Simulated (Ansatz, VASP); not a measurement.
# One calculation of TiTe2, two programs

The input run.py:

```python
from ase.calculators.vasp import Vasp
from ase.dft.bandgap import bandgap
from ase.io import read

atoms = read('TiTe2.xyz')
calc = Vasp(
    directory='calc',
    xc='lda',
    pp='LDA',
    setups='minimal',
    prec='Accurate',
    encut=500,
    ediff=1e-06,
    ismear=0,
    sigma=0.05,
    lreal=False,
    lasph=True,
    nelm=60,
    algo='Normal',
    isif=2,
    lwave=False,
    lcharg=False,
    kpts=[8, 8, 4],
    gamma=True,
)
atoms.calc = calc

print('energy (eV):', atoms.get_potential_energy())
print('free energy (eV):', atoms.get_potential_energy(force_consistent=True))
print('forces (eV/A):')
print(atoms.get_forces())
print('stress (eV/A^3, Voigt):', atoms.get_stress())
print('Fermi level (eV):', calc.get_fermi_level())
gap, top, bottom = bandgap(calc)
print('band gap (eV):', gap, 'from (spin, k, band)', top, 'to', bottom)
```

File TiTe2.xyz:

```xyz
3
Lattice="3.7770000000 0.0000000000 0.0000000000 -1.8885000000 3.2709779501 0.0000000000 0.0000000000 0.0000000000 6.4980000000" Properties=species:S:1:pos:R:3 pbc="T T T"
Te    -0.0000000002      2.1806519668      4.7903256000
Te     1.8885000002      1.0903259833      1.7076744000
Ti     0.0000000000      0.0000000000      0.0000000000
```

The input input.yaml:

```yaml
crystal:
  lattice:
    - [3.777, 0.0, 0.0]
    - [-1.8885, 3.2709779501, 0.0]
    - [0.0, 0.0, 6.498]
  atoms:
    - { symbol: Te, position: [0.3333333333, 0.6666666667, 0.7372] }
    - { symbol: Te, position: [0.6666666667, 0.3333333333, 0.2628] }
    - { symbol: Ti, position: [0.0, 0.0, 0.0] }
hamiltonian:
  xc: lda
  pseudopotentials: { kind: paw }
kpoints:
  mp_grid: { grid: [8, 8, 4] }
scf:
  occupations: { method: gaussian, width: 0.05 }
output:
  forces: true
  stress: true
  eigenvalues: true
```

Alike in both runs: task single point; functional LDA; k mesh 8 × 8 × 4; occupations gaussian, width 0.05 eV; no spin polarisation.

|  | VASP | Ansatz |
| --- | --- | --- |
| version | VASP 6.6.1 | Ansatz 0.2.0 |
| potentials or method | VASP PAW LDA potentials, release 64 (Te, Ti) | Ansatz PAW |
| plane-wave cutoff (eV) | 500 | 420 |
| valence electrons in the cell | 16 | 44 |

VASP gave:

```
gap on the k mesh at the Fermi level (eV)       : none
pressure (GPa)                                  : -4.5
largest component of the traceless stress (GPa) : 0.15
rms of the force components (eV/Å)              : 0.159
```

Problem. What did Ansatz give for the same quantities?

Solution. gap on the k mesh at the Fermi level (eV): none; pressure (GPa): -4.1; largest component of the traceless stress (GPa): 0.12; rms of the force components (eV/Å): 0.148.

Atom by atom the forces differ by 0.011 eV/Å (rms over components). A gap of «none» marks a metal or a gap that the smearing closes. The two sets of potentials don't hold the same shells in valence.

Caveats: the PAW data sets come from PBE, with cores solved anew for the run's functional, which leaves a small shift of forces and pressure (Ansatz). Spin-orbit coupling is left out, which matters for the levels of Te.
